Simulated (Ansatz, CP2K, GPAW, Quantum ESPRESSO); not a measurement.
# BaTiO3: 4 runs at one level of theory

```
Ba Ti O
1.0
     4.00600    0.00000    0.00000
     0.00000    4.00600    0.00000
     0.00000    0.00000    4.00600
Ba Ti O
1 1 3
Direct
  0.50000 0.50000 0.50000
  0.00000 0.00000 0.00000
  0.00000 0.00000 0.50000
  0.00000 0.50000 0.00000
  0.50000 0.00000 0.00000
```

Alike in all runs: task equation of state; functional LDA; k mesh 7 × 7 × 7; occupations fermi-dirac, width 0.05 eV; no spin polarisation; no spin-orbit coupling. LDA stands for any of its common fits.

```tsv
program and potentials	plane-wave cutoff (eV)	notes	equilibrium volume (Å³/atom)	bulk modulus (GPa)
Ansatz, Ansatz PAW	420	potentials made for PBE, which Ansatz adapts in part	12.18	195.1
CP2K, GTH_POTENTIALS Ba GTH-PADE-q10, Ti GTH-PADE-q12, O GTH-PADE-q6; TZVP-MOLOPT-PBE-GTH basis	-	atomic basis	12.27	192.9
Quantum ESPRESSO, GBRV 1.5 LDA	612	-	12.29	195.9
GPAW, the program's PAW data sets (release 1.2.1) made for this functional	800	-	12.31	194.4
```

The equilibrium volume spans 12.18 (Ansatz, Ansatz PAW) to 12.31 Å³/atom (GPAW, the program's PAW data sets (release 1.2.1) made for this functional). The bulk modulus spans 192.9 (CP2K, GTH_POTENTIALS Ba GTH-PADE-q10, Ti GTH-PADE-q12, O GTH-PADE-q6; TZVP-MOLOPT-PBE-GTH basis) to 195.9 GPa (Quantum ESPRESSO, GBRV 1.5 LDA). Rows in atomic bases carry the error of their basis and grid, which can be large.

The functional is the same throughout but for its coding, so the spread measures potentials, basis and numerics; runs on potential files found faulty are left out.
